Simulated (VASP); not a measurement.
SnSe:

```
CELL_PARAMETERS angstrom
3.18210 0.00000 0.00000
0.00000 3.18210 0.00000
0.00000 0.00000 3.18210
ATOMIC_POSITIONS crystal
Sn 0.50000 0.50000 0.50000
Se 0.00000 0.00000 0.00000
```

Measurements of this composition are mostly on another form, of space group No. 62.

| Quantity | Value |
| --- | --- |
| Program | VASP 6.6.1 |
| Task | relaxation of cell and atoms |
| Functional | r2SCAN |
| Potentials or basis | VASP PAW PBE potentials, release 64 (Sn_d, Se) |
| Cutoff | 600 eV |
| k mesh | 8 × 8 × 8 |
| Occupations | gaussian, width 0.03 eV |
| Spin | no spin polarisation |

At the start: pressure 57.3 GPa; volume 16.11 Å³/atom.

**Question.** How do energy, volume and symmetry change on relaxing?

**Answer.** Over 5 steps the energy falls by 1031.1 meV/atom and the volume is 24.70 Å³/atom (+53.3 %); space group Pm-3m (No. 221, to 0.05 Å).

Step by step:
```csv
step,energy change (eV),largest force (eV/Å),pressure (GPa),volume (Å³)
1,0.0000,0.0000,57.32,32.22
2,-1.4229,0.0000,-8.78,67.26
3,-2.0616,0.0000,0.49,49.05
4,-2.0619,0.0000,-0.29,49.69
5,-2.0622,0.0000,0.05,49.39
```

Final structure:
```
Sn Se
1.0
     3.66910    0.00000    0.00000
     0.00000    3.66910    0.00000
     0.00000    0.00000    3.66910
Sn Se
1 1
Direct
  0.50000 0.50000 0.50000
  0.00000 0.00000 0.00000
```

Caveat: the volume moved by over 15 % at a fixed basis, so the end points are rough; the PAW data sets were made with another functional, which shifts forces and pressure a little.
